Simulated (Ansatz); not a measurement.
TiAl: energy along a strain

TiAl, P4/mmm, a = 2.837 Å, c = 4.059 Å (as given, not relaxed at this level: -0.7 GPa). The structure is a COD entry; whether it is the stable form wasn't checked. Ansatz: PBE, PAW, 420 eV, Γ-centred 16×16×12 mesh on 2 atoms, Gaussian smearing 0.15 eV; no spin polarisation. Cell vectors (Å): 2.837 0.000 0.000; 0.000 2.837 0.000; 0.000 0.000 4.059. The cell is strained by x per cent times the pattern (1 -1 0 0 0 0) in the order xx yy zz yz xz xy (engineering shears), with fractional coordinates held. y is the free energy over the start, V0 = 16.338 Å³/atom. Symmetry makes y even in x. Points with a strain past 8.5 % were computed too (2) and aren't used here.

| x (%) | y (meV/atom) |
| --- | --- |
| -5.00 | 34.06 |
| 0.00 | 0.00 |
| 1.25 | 2.13 |
| 2.50 | 8.51 |
| 3.75 | 19.14 |
| 6.25 | 53.45 |
| 7.50 | ? |

Q: Fit y = c2 x² + c4 x⁴ to the other rows, get the stiffness along the pattern, and predict the missing energy.

A: Least squares on the rows shown. y = 1.3556 x² + 0.00031837 x⁴. The clamped-ion stiffness p·C·p = 2 × 13.56 eV × 160.2 / 16.338 Å³ = 266 GPa (second derivative at the start, which stands under stress). At x = 7.50 the fit asked for gives 77.26 meV/atom. The run gave 77.74 meV/atom, so the fit is 0.48 meV/atom too low, 0.62 % of the span of the series, against an rms of 0.02 meV/atom on the fitted rows. The row lies outside the fitted range. With a term in x⁶ added, a fit to the same known rows predicts 77.73 meV/atom, so most of the miss is curvature that the known rows already hold.